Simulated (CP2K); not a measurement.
CoO:

```
CELL_PARAMETERS angstrom
3.16379 0.00000 0.00000
1.54099 2.76314 0.00000
1.54099 0.90503 2.61072
ATOMIC_POSITIONS crystal
Co 0.99898 0.99898 0.99898
O 0.75102 0.75102 0.75102
```

Measurements of this composition are mostly on another form, of space group No. 225.

Base run:

* Program: CP2K 2026.2
* Functional: r2SCAN
* Potentials or basis: POTENTIAL_UZH Co GTH-SCAN-q17, O GTH-SCAN-q6; TZVP-MOLOPT-SCAN-GTH basis
* Density cutoff: 17007 eV
* k mesh: 10 × 10 × 10
* Occupations: fermi-dirac, width 0.01 eV
* Spin: collinear spin, ferromagnetic start
* Starting moments: [2.0, 0.0] μB

Its results: pressure 5.8 GPa; site moments Co +2.72; O +0.28 μB; largest force 0.417 eV/Å.

Q: The run is repeated on the same cell with these changes: functional from r2SCAN to TASK; ngrids from 5 to 4. What comes out?

A: Pressure 10.3 GPa; site moments Co +2.64; O +0.36 μB; largest force 0.344 eV/Å.

Caveats: the basis of atomic orbitals isn't converged, which shifts pressures, moduli and gaps; the total moment is fixed, so each spin has its own Fermi level; a cell with one magnetic atom can't hold antiferromagnetic order, which such compounds often take; the potentials were made for another functional, which shifts forces and pressure (some runs).
